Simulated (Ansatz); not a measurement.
Runs of Ansatz 0.2.0 on TiC. Symmetry: Fm-3m, No. 225, cubic system. The conventional cell has a = 4.331 Å, b = 4.331 Å, c = 4.331 Å, α = 90.00°, β = 90.00°, γ = 90.00°. Around Ti (site symmetry m-3m) lie 6 C at 2.17 Å. C (site symmetry m-3m) is surrounded by 6 Ti at 2.17 Å. The cell is a database's computed one.

```tsv
task	level	cell	cutoff (eV)	smearing	pressure (GPa)	relaxed volume (Å³/atom)
single point	PBE	as given	313	gaussian 0.011 eV	0.2	-
relaxation of cell and atoms	BLYP+D4	relaxed	-	fermi-dirac 0.05 eV	0.0	10.11
band structure	PBE	as given	313	fermi-dirac 0.05 eV	(a)	-
relaxation of cell and atoms	PBE+D4	relaxed	-	fermi-dirac 0.05 eV	0.0	(b)
relaxation of cell and atoms	revPBE+D4	relaxed	-	fermi-dirac 0.05 eV	0.0	9.90
```

Alike in all rows: potentials or basis all-electron LAPW, scalar-relativistic; no spin polarisation; k mesh 11 × 11 × 11; basis error allowed 0.001 eV/atom.

Question: Estimate the missing entries.

Answer: (a) 0.3; (b) 9.97.
